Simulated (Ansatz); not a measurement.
`OCc1ccccc1` at its PBE0-D4/def2-TZVP geometry, where that method's forces vanish. The species carries charge 0 and has multiplicity 1.

```csv
atom,x (Å),y (Å),z (Å)
O1,-0.764,-0.242,-2.761
C2,-1.263,-0.628,-1.499
C3,-0.381,-0.222,-0.350
C4,1.005,-0.254,-0.476
C5,1.816,0.100,0.590
C6,1.254,0.484,1.799
C7,-0.126,0.520,1.933
C8,-0.936,0.173,0.862
H9,-0.621,0.708,-2.746
H10,-2.277,-0.239,-1.334
H11,-1.342,-1.718,-1.541
H12,1.440,-0.553,-1.423
H13,2.894,0.072,0.478
H14,1.889,0.761,2.632
H15,-0.573,0.827,2.871
H16,-2.016,0.213,0.966
```

(1) For each bond, give half the difference of the two atoms' forces along it (eV/Å; positive pushes the atoms apart) under PBE-D4, r2SCAN-D4, B3LYP-D4, ωB97M-V in def2-TZVPP. (An estimate is asked.)

Answers

(1) Computed: 
```json
{"bond": "O1–C2", "length (Å)": "1.410", "PBE-D4": "0.34", "r2SCAN-D4": "0.30", "B3LYP-D4": "0.34", "ωB97M-V": "0.26"}
{"bond": "O1–H9", "length (Å)": "0.961", "PBE-D4": "0.40", "r2SCAN-D4": "0.01", "B3LYP-D4": "-0.04", "ωB97M-V": "-0.10"}
{"bond": "C2–C3", "length (Å)": "1.505", "PBE-D4": "-0.18", "r2SCAN-D4": "-0.05", "B3LYP-D4": "0.03", "ωB97M-V": "0.15"}
{"bond": "C2–H10", "length (Å)": "1.098", "PBE-D4": "0.09", "r2SCAN-D4": "-0.07", "B3LYP-D4": "-0.13", "ωB97M-V": "-0.15"}
{"bond": "C2–H11", "length (Å)": "1.094", "PBE-D4": "0.12", "r2SCAN-D4": "-0.04", "B3LYP-D4": "-0.14", "ωB97M-V": "-0.17"}
{"bond": "C3–C8", "length (Å)": "1.390", "PBE-D4": "0.11", "r2SCAN-D4": "0.07", "B3LYP-D4": "0.05", "ωB97M-V": "-0.03"}
{"bond": "C4–C5", "length (Å)": "1.386", "PBE-D4": "0.10", "r2SCAN-D4": "0.08", "B3LYP-D4": "0.10", "ωB97M-V": "0.07"}
{"bond": "C4–H12", "length (Å)": "1.084", "PBE-D4": "0.01", "r2SCAN-D4": "-0.09", "B3LYP-D4": "-0.15", "ωB97M-V": "-0.09"}
{"bond": "C5–C6", "length (Å)": "1.388", "PBE-D4": "0.12", "r2SCAN-D4": "0.09", "B3LYP-D4": "0.11", "ωB97M-V": "0.05"}
{"bond": "C5–H13", "length (Å)": "1.084", "PBE-D4": "0.01", "r2SCAN-D4": "-0.09", "B3LYP-D4": "-0.14", "ωB97M-V": "-0.10"}
{"bond": "C6–C7", "length (Å)": "1.386", "PBE-D4": "0.13", "r2SCAN-D4": "0.09", "B3LYP-D4": "0.11", "ωB97M-V": "0.04"}
{"bond": "C7–C8", "length (Å)": "1.387", "PBE-D4": "0.09", "r2SCAN-D4": "0.08", "B3LYP-D4": "0.10", "ωB97M-V": "0.07"}
{"bond": "C7–H15", "length (Å)": "1.084", "PBE-D4": "0.00", "r2SCAN-D4": "-0.09", "B3LYP-D4": "-0.14", "ωB97M-V": "-0.09"}
{"bond": "C8–H16", "length (Å)": "1.086", "PBE-D4": "0.01", "r2SCAN-D4": "-0.09", "B3LYP-D4": "-0.14", "ωB97M-V": "-0.09"}
```

B3LYP here is the variant with VWN-RPA as its local correlation; programs differ in this.
